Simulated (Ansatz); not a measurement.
# WSi2As4 monolayer in a perpendicular field, part 2 of 2

Aim: how the WSi2As4 monolayer screens a field along its normal, and what the field does to its bands. A positive field points along +c.

Ansatz 0.2.0; plane-wave DFT, PBE-D3(BJ), Ansatz PAW.

So far. Step 2 (Relaxing the slab): The lattice constant a goes from 3.630 to 3.564 Å.

## (3) Single point, field 0

A sawtooth potential applies the field, turning back in the middle of the vacuum. With the dipole correction the typed value is the field outside the slab. The induced dipole is small, so the SCF threshold is tight.

The cell differs from the one that the last finished run ended in (c 49.355 → 27.947 Å).

File input.yaml:

```yaml
crystal:
  lattice:
    - [3.5636301331, 0.0, 0.0]
    - [-1.7818150666, 3.086194225, 0.0]
    - [0.0, 0.0, 27.9465211507]
  atoms:
    - { symbol: As, position: [0.0, 0.0, 0.3220436616] }
    - { symbol: Si, position: [0.3333333333, 0.6666666667, 0.3623877986] }
    - { symbol: As, position: [0.3333333333, 0.6666666667, 0.4462366067] }
    - { symbol: W, position: [0.0, 0.0, 0.5] }
    - { symbol: As, position: [0.3333333333, 0.6666666667, 0.5537633933] }
    - { symbol: Si, position: [0.3333333333, 0.6666666667, 0.6376122014] }
    - { symbol: As, position: [0.0, 0.0, 0.6779563384] }
kpoints:
  mp_grid: { grid: [18, 18, 1] }
  band_path:
    path: [[0, 0, 0], [0.5, 0, 0], [0.33333333, 0.33333333, 0], [0, 0, 0]]
    npoints: 16
hamiltonian:
  xc: pbe
  dispersion: d3bj
scf:
  occupations: { method: fermi_dirac, width: 0.02585 }
  convergence: { dr2_threshold: 1.0e-10 }
efield:
  axis: 3
  dipole_correction: true
  ramp_position: 0.97
  ramp_width: 0.06
  amplitude: 0
output:
  dos: { projected: true, e_range: [-6, 5] }
  write_potential: true
  write_density: true
  volumetric_format: npy
  elf: true
```

Command:

```console
$ ansatz run input.yaml --threads 4 --pin off --max-ram 6144MiB --backend cpu --events-out ev --progress --plain --runs-dir out
```

Numbers of over 12 decimals in the logs are rounded to 6 here.

The log of the run:

```text
[...]
Crystal: 7 atoms, lattice volume = 307.357 Å³
Basis set: ecut = 420 eV, 5919 PW (Γ)
Bands: 50, of which v1, the nominal top of the filled ones, is band 41 counted from 1 (40 counted from 0)
Symmetry: 6 space group operations
k-points: 37 of 324 (time reversal used)
[...]
SCF iter   1: F=—  HF=-31083.839554 eV  |F-HF|=—  |Δ(HF+E_count)|=         —  Δρ=4.36e-3  dr2=6.41e-1  ethr=1.77e-3  p=0.000 e·Å  D=1.32e-13 V/Å  ΔV_dip=-0.00 eV  dr2_dipole=2.21e-7  V_vac-E_F(+/−)=4.92/4.92 eV  ⟨swp⟩=9.1  Hψ=8014  notcnv=0
efield: sawtooth ramp at fractional position 0.9700 (set: `efield.ramp_position`, or a place that a band, a saddle search or an elastic batch's reference lends), width 0.0600; the density the first Hamiltonian is built on has a dipole p = 0.000 e·Å; the dipole correction subtracts the counter field D = 1.32e-13 V/Å, which shifts the + side's vacuum level by -0.00 eV against the − side's; the planar-averaged density in the ramp window peaks in size at 1.0e-5 e/Å³
[...]
SCF iter   2: F=—  HF=-31083.837277 eV  |F-HF|=—  |Δ(HF+E_count)|=   2.28e-3  Δρ=5.06e-3  dr2=6.08e-1  ethr=7.81e-4  p=0.000 e·Å  D=7.95e-5 V/Å  ΔV_dip=-0.00 eV  dr2_dipole=1.32e-6  V_vac-E_F(+/−)=3.86/3.86 eV  ⟨swp⟩=3.1  Hψ=2624  notcnv=0  defer=121
[...]
SCF iter  13: F=-31083.782044 eV  HF=-31083.782044 eV  |F-HF|=3.64e-12  |Δ(HF+E_count)|=  2.91e-11  Δρ=5.78e-8  dr2=2.11e-11  ethr=1.00e-12  p=-0.000 e·Å  D=-1.49e-7 V/Å  ΔV_dip=0.00 eV  dr2_dipole=2.63e-12  V_vac-E_F(+/−)=4.40/4.40 eV  ⟨swp⟩=11.9  Hψ=5583  notcnv=0
SCF 1 converged in 13 iterations: F = -31083.782044 eV  dr2 = 2.11e-11
[...]
NSCF: frozen V_eff on 49 k-points
efield: sawtooth ramp at fractional position 0.9700 (kept from the solve that this one continues, or follows in the run), width 0.0600; the density the first Hamiltonian is built on has a dipole p = -0.000 e·Å; the dipole correction subtracts the counter field D = -1.49e-7 V/Å, which shifts the + side's vacuum level by +0.00 eV against the − side's; the planar-averaged density in the ramp window peaks in size at 9.6e-7 e/Å³
[...]
SCF converged after 13 iterations
Free energy (F): -31083.782044 eV
[...]
Internal energy: -31083.782044 eV  (E = F + TS)
E sigma→0 (E₀):  -31083.782044 eV
Fermi energy:    2.592153 eV
Dipole field:    D = 0.000002 V/Å  (p = 0.000003 e·Å, saw-weighted, corrected)
Work function:   Φ+ = 4.3990 eV   Φ− = 4.3990 eV
Levels:          The Fermi level and band energies are counted from a zero that moves with the ramp; work functions are not
[...]
--- Band table (eV; the first three rows and the last of 37) ---
  k-point 0: bands = [... 37 lower, 1.6391, 1.7118, 1.7118, 1.9355, 4.9603, 4.9973, 5.0005, 5.0005, ... 5 higher]
  k-point 1: bands = [... 37 lower, 1.4487, 1.5429, 1.6229, 1.9581, 4.8262, 4.9238, 5.0921, 5.2504, ... 5 higher]
  k-point 2: bands = [... 37 lower, 1.2625, 1.2984, 1.3963, 1.9161, 4.5018, 4.5285, 5.2672, 5.3174, ... 5 higher]
  k-point 36: bands = [... 37 lower, -0.6496, 0.3477, 1.1101, 2.2061, 2.9970, 3.3675, 3.7566, 4.4617, ... 5 higher]
```

It took 15 s on 4 threads of Intel Xeon 6975P-C (Granite Rapids), shared host; peak memory 1.2 GiB; 56 s of CPU time.

The column dr2 measures how far the density is from self-consistency, as an energy; F and HF (Harris–Foulkes) agree once it is small.

This step gave:

* dipole along the normal: 2.73e-6 e·Å
* gap along the path: 0.7909 eV
* smallest direct gap along the path: 0.7909 eV
* ionisation energy, upper face: 4.785 eV
* electron affinity, upper face: 3.994 eV
* gap, the smaller of path and mesh: 0.7909 eV

Running mean over a fixed 2.8 Å (it still follows the layers) of the planar mean; the ramp of the sawtooth is left out. Table of electron's electrostatic potential energy less the Fermi level by z:

```tsv
z (Å)	electron's electrostatic potential energy less the Fermi level (eV)
3.5	4.40
4.0	4.40
4.5	4.40
5.0	4.40
5.5	4.38
6.0	4.34
6.5	4.15
7.0	3.42
7.5	2.13
8.0	0.585
8.5	-1.87
9.0	-4.41
9.5	-5.72
10.0	-5.34
10.5	-4.86
11.0	-4.08
11.5	-2.66
12.0	-2.36
12.5	-4.16
13.0	-6.70
13.5	-7.90
14.0	-8.22
14.5	-7.82
15.0	-6.49
15.5	-3.89
16.0	-2.28
16.5	-2.79
17.0	-4.23
17.5	-4.90
18.0	-5.41
18.5	-5.69
19.0	-4.16
19.5	-1.59
20.0	0.780
20.5	2.27
21.0	3.53
21.5	4.19
22.0	4.35
22.5	4.39
23.0	4.40
23.5	4.40
24.0	4.40
24.5	4.40
```

The density of states has structure finer than the step of the table below, so its rows give means over 0.2 eV, whole bins alone (the curve runs from -6 to 2.38 eV). Peaks (eV: height): -4.87: 11.9, -2.77: 8.27, -2.55: 10.1, -2.31: 11.6, -2.11: 8.35, -2.00: 9.29, 1.33: 9.38.

Table of density of states by energy, zero at the Fermi level of the run, which the smearing sets inside the gap; means over each step:

```tsv
energy (eV)	density of states (states/eV a cell)
-5.8	0.923
-5.6	2.64
-5.4	4.88
-5.2	3.86
-5.0	2.83
-4.8	5.84
-4.6	2.98
-4.4	2.82
-4.2	2.89
-4.0	3.70
-3.8	3.82
-3.6	3.30
-3.4	3.65
-3.2	5.64
-3.0	5.29
-2.8	7.19
-2.6	6.24
-2.4	5.13
-2.2	7.80
-2.0	6.66
-1.8	5.28
-1.6	3.84
-1.4	2.12
-1.2	4.06
-1.0	3.69
-0.8	1.88
-0.6	1.13
-0.4	0.202
-0.2	0
0.0	0
0.2	0
0.4	0.493
0.6	1.27
0.8	1.81
1.0	3.01
1.2	4.27
1.4	6.97
1.6	4.85
1.8	5.40
2.0	5.34
2.2	5.59
```

Projected DOS per atom over height of the atomic layer and energy from the Fermi level. Layers: As Si As W As Si As from below.

Ten even steps from '0' (0.00 states/eV) to '9' (2.50 states/eV), each cell a mean:
```
2324232
2216122
2219122
1105011
0002000
0000000
0000000
0001000
0006000
1016101
2023202
4146414
4135314
4234324
3222223
1122211
2112112
1112111
1122211
1132311
1232321
0010100
```
Columns: height of the atomic layer (Å) from 9 to 18.9 (not evenly spaced); rows upwards: energy from the Fermi level (eV) from -5.96 to 2.32.

The electronic bands at the labelled points (eV, zero at the Fermi level of the run, which the smearing sets inside the gap):

```tsv
point	band 38	band 39	band 40	band 41	band 42	band 43	band 44	band 45
Γ	-0.95	-0.88	-0.88	-0.66	2.37	2.41	2.41	2.41
halfway	-1.92	-1.89	-1.84	-1.14	1.23	1.44	1.88	2.18
M	-2.57	-2.38	-1.69	-1.02	1.09	1.12	1.24	1.39
halfway	-2.70	-2.33	-1.82	-0.86	0.70	1.08	1.59	2.19
K	-3.24	-2.24	-1.48	-0.39	0.40	0.78	1.16	1.87
halfway	-2.24	-2.10	-1.75	-1.16	1.39	1.61	1.93	2.63
Γ	-0.95	-0.88	-0.88	-0.66	2.37	2.41	2.41	2.41
```

Valence density in the ca plane at fractional y = 0.667, with atoms of Si and As within 0.2 Å of it. It is the smooth field of the valence electrons, not physical close to the nuclei.

Ten steps, logarithmic in the rise over the least value, from '0' (0 e/Å³) to '9' (27 e/Å³), each cell a mean:
```
00000000011111000000111121111000000111110000
00000000011111000000011121110000000111110000
00000000011111100001111111111100001111110000
00000000001121111112222111222211111121100000
00000000001111111236652111257532111111100000
00000000001110012258973111379852210011100000
00000000001111112247863111378742211111100000
00000000001121111123432111234321111121100000
00000000011111110011111111111110011111110000
```
Columns run along c (16.0 Å, from fractional 0.19 to 0.76 of the cell), rows up along a (3.6 Å). Atoms in or near the plane, at fractional coordinates: Si at (0.36, 0.33), As at (0.45, 0.33), As at (0.55, 0.33), Si at (0.64, 0.33).

ELF in the ca plane at fractional y = 0.667, with atoms of Si and As within 0.2 Å of it. It is the smooth field of the valence electrons, not physical close to the nuclei.

Ten even steps from '0' (0.00) to '9' (0.90), each cell a mean:
```
00001256776666421123432121234321124666677642
00001357776555310012221121122210013555677753
00000135666677532235653222356532235776666531
00000012345788765666776324677666567887543210
00000000124664479864456424654568964466421000
00000000012423479862235323532268974324210000
00000000013543379863245424542368963345310000
00000001235787567766676424676667765787532100
00000124556788653456775223577654357887655421
```
Columns run along c (16.0 Å, from fractional 0.19 to 0.76 of the cell), rows up along a (3.6 Å). Atoms in or near the plane, at fractional coordinates: Si at (0.36, 0.33), As at (0.45, 0.33), As at (0.55, 0.33), Si at (0.64, 0.33).

Electrostatic potential energy in the ca plane at fractional y = 0.667, with atoms of Si and As within 0.2 Å of it. With pseudopotentials it is smooth inside the atoms' cores, unlike the true potential.

Ten even steps from '0' (-28 eV) to '9' (7 eV), each cell a mean:
```
99999999999999999998777889999998875678999999
99999999999999999998767899999999865578999999
99999999999999999998777888999888876678889999
99999999999999999999887546788645678876446887
99999999999999999999873000575476478864674574
99999999999999999999860000264799558856996462
99999999999999999999871000374699468855995462
99999999999999999999885213686444478874444786
99999999999999999998887777898777777777778898
```
Columns run along c (16.0 Å, from fractional 0.06 to 0.63 of the cell; values clipped at the 3rd and 97th percentile), rows up along a (3.6 Å). Atoms in or near the plane, at fractional coordinates: Si at (0.36, 0.33), As at (0.45, 0.33), As at (0.55, 0.33).

The gap is 0.79 eV, with the valence edge 4.79 eV and the conduction edge 3.99 eV under the upper vacuum level. Spin-orbit coupling, left out in this run, matters for the bands of elements this heavy.

## (4) Single point, field 0.1 V/Å

Edit input.yaml of step 3 so:

```diff
@@ -29,5 +29,4 @@
   ramp_width: 0.06
-  amplitude: 0
+  amplitude: 0.1
 output:
-  dos: { projected: true, e_range: [-6, 5] }
   write_potential: true
@@ -35,2 +34 @@
   volumetric_format: npy
-  elf: true
```

The log of the run:

```text
[...]
Crystal: 7 atoms, lattice volume = 307.357 Å³
Basis set: ecut = 420 eV, 5919 PW (Γ)
Bands: 50, of which v1, the nominal top of the filled ones, is band 41 counted from 1 (40 counted from 0)
Symmetry: 6 space group operations
k-points: 37 of 324 (time reversal used)
[...]
k-point 0: bands = [... 37 lower, 1.6313, 1.7189, 1.7189, 1.9353, 4.9427, 4.9990, 4.9990, 5.0131, ... 5 higher]
  k-point 1: bands = [... 37 lower, 1.4495, 1.5358, 1.6293, 1.9580, 4.8216, 4.9259, 5.0903, 5.2512, ... 5 higher]
  k-point 2: bands = [... 37 lower, 1.2619, 1.2928, 1.4013, 1.9159, 4.4894, 4.5390, 5.2639, 5.3196, ... 5 higher]
  k-point 36: bands = [... 37 lower, -0.6504, 0.3468, 1.1104, 2.2056, 2.9966, 3.3668, 3.7557, 4.4613, ... 5 higher]
[key lines of the parts left out:]
SCF converged after 17 iterations
Free energy (F): -31083.785680 eV
Fermi energy:    2.591642 eV
Dipole field:    D = 0.042809 V/Å  (p = 0.072714 e·Å, saw-weighted, corrected)
```

Run time: 16 s. Hardware: 4 threads; peak memory 1.1 GiB; 64 s of CPU time.

The dipole is 0.0727 e·Å, and the gap 0.791 eV.

## (5) Atoms held, field -0.1 V/Å

Edit input.yaml of step 4 so:

```diff
@@ -29,3 +29,3 @@
   ramp_width: 0.06
-  amplitude: 0.1
+  amplitude: -0.1
 output:
```

The log of the run:

```text
[...]
Crystal: 7 atoms, lattice volume = 307.357 Å³
Basis set: ecut = 420 eV, 5919 PW (Γ)
Bands: 50, of which v1, the nominal top of the filled ones, is band 41 counted from 1 (40 counted from 0)
Symmetry: 6 space group operations
k-points: 37 of 324 (time reversal used)
[...]
k-point 0: bands = [... 37 lower, 1.6313, 1.7189, 1.7189, 1.9353, 4.9427, 4.9990, 4.9990, 5.0131, ... 5 higher]
  k-point 1: bands = [... 37 lower, 1.4495, 1.5358, 1.6293, 1.9580, 4.8216, 4.9259, 5.0903, 5.2512, ... 5 higher]
  k-point 2: bands = [... 37 lower, 1.2619, 1.2928, 1.4013, 1.9159, 4.4894, 4.5390, 5.2639, 5.3196, ... 5 higher]
  k-point 36: bands = [... 37 lower, -0.6504, 0.3469, 1.1104, 2.2056, 2.9966, 3.3668, 3.7557, 4.4613, ... 5 higher]
[key lines of the parts left out:]
SCF converged after 17 iterations
Free energy (F): -31083.785680 eV
Fermi energy:    2.591643 eV
Dipole field:    D = -0.042808 V/Å  (p = -0.072712 e·Å, saw-weighted, corrected)
```

Run time: 16 s. Hardware: 4 threads; peak memory 1.1 GiB.

The dipole is -0.0727 e·Å, and the gap 0.791 eV.

## (6) Response, atoms held

This step: plane-wave DFT, PBE-D3(BJ), Ansatz PAW; response to a field along the normal, atoms held (Ansatz 0.2.0).

The dipoles give the slope, and the difference of two potentials shows where the field is screened.

Numbers from this step:

```yaml
equivalent_conductor_thickness_p_eps_0ae: 11.96 Å
distance_between_the_outer_atoms: 9.947 Å
```

Dipole of the cell against applied field:

```tsv
applied field (V/Å)	dipole of the cell (e·Å)
-0.1000	-0.0727
0.0000	2.7e-6
0.1000	0.0727
```

Local field over the applied field, running mean. From the potentials at -0.1 and 0.1 V/Å; running mean over 2.5 Å. Local field over applied field against z:

```tsv
z (Å)	local field over applied field
4.5	0.998
5.0	0.993
5.5	0.982
6.0	0.952
6.5	0.885
7.0	0.761
7.5	0.593
8.0	0.414
8.5	0.241
9.0	0.110
9.5	0.0580
10.0	0.0541
10.5	0.0624
11.0	0.0802
11.5	0.0858
12.0	0.0677
12.5	0.0519
13.0	0.0444
13.5	0.0361
14.0	0.0326
14.5	0.0369
15.0	0.0453
15.5	0.0531
16.0	0.0699
16.5	0.0863
17.0	0.0784
17.5	0.0610
18.0	0.0537
18.5	0.0601
19.0	0.121
19.5	0.259
20.0	0.433
20.5	0.612
21.0	0.777
21.5	0.895
22.0	0.957
22.5	0.984
23.0	0.994
23.5	0.998
```

Electrons, planar mean, per unit field. Induced electron density against z:

```tsv
z (Å)	induced electron density (e/Å³ per V/Å)
4.5	9.5e-6
5.0	2.9e-5
5.5	8.4e-5
6.0	2.3e-4
6.5	6.0e-4
7.0	0.00142
7.5	0.00282
8.0	0.00353
8.5	0.00147
9.0	7.0e-4
9.5	5.9e-4
10.0	-0.00108
10.5	-8.8e-4
11.0	4.7e-4
11.5	1.3e-4
12.0	2.3e-4
12.5	5.5e-4
13.0	-1.8e-4
13.5	-2.1e-4
14.0	2.5e-5
14.5	2.5e-4
15.0	1.1e-4
15.5	-6.3e-4
16.0	-1.0e-4
16.5	-2.1e-4
17.0	-4.3e-4
17.5	0.00105
18.0	8.8e-4
18.5	-6.5e-4
19.0	-7.3e-4
19.5	-0.00169
20.0	-0.00354
20.5	-0.00266
21.0	-0.00131
21.5	-5.4e-4
22.0	-2.1e-4
22.5	-7.5e-5
23.0	-2.5e-5
23.5	-8.5e-6
```

The smaller of the gaps on the path and on the k-mesh, counted as 0 under 0.03 eV. The gap stays at 0.791 eV for applied field from -0.1 to 0.1 V/Å.

By hand: between -0.1 and 0.1 V/Å the dipole changes by 0.1454 e·Å, a slope of 0.7271 e·Å²/V. A perfect conductor of thickness t has p = ε₀AEt, so t = 180.95 × 0.7271 / 10.998 = 11.96 Å (e/ε₀ = 180.95 V·Å, A in Å²).

The induced dipole is that of a conductor 11.96 Å thick.

## (7) Outcome

```yaml
gap_without_field: 0.791 eV
ionisation_energy_upper_face: 4.79 eV
electron_affinity_upper_face: 3.99 eV
equivalent_conductor_thickness_atoms_held: 12.0 Å
```

In words: The induced dipole equals that of a perfect conductor 11.96 Å thick, while the outer atoms lie 9.95 Å apart; an out-of-plane ε follows only once a thickness t is chosen, by 1 − 1/ε = 11.96 Å / t. The gap stays within 0.01 eV of 0.79 eV over the fields run, up to 0.1 V/Å in size. Semilocal functionals give gaps that are too small, and excitons are not included. Spin-orbit coupling is left out, which matters for the bands of elements this heavy. The outer anions sit over the metal atoms, one of several polytypes of such layers and not the lowest for every compound.

[Logs are printed without paths, hosts, clocks, repeated set-up lines and the standing remarks that a program may print on its own settings, such as how far it seeks lower states.]

[Hosts, paths, dates, database ids (printed as entryN), source tags and the programs' standing remarks are cut or masked in the printed files.]

[Maps of the electrostatic potential energy from Ansatz leave out the sawtooth potential of an applied field or a dipole correction, so their vacuum need not be flat; planar profiles and work functions include it.]

[The density of states shown here was stored with 400 of the rows of the run's finer table, so its peaks can read low, often by over a quarter, or be missed, and its means over a window can be off by a tenth or more.]
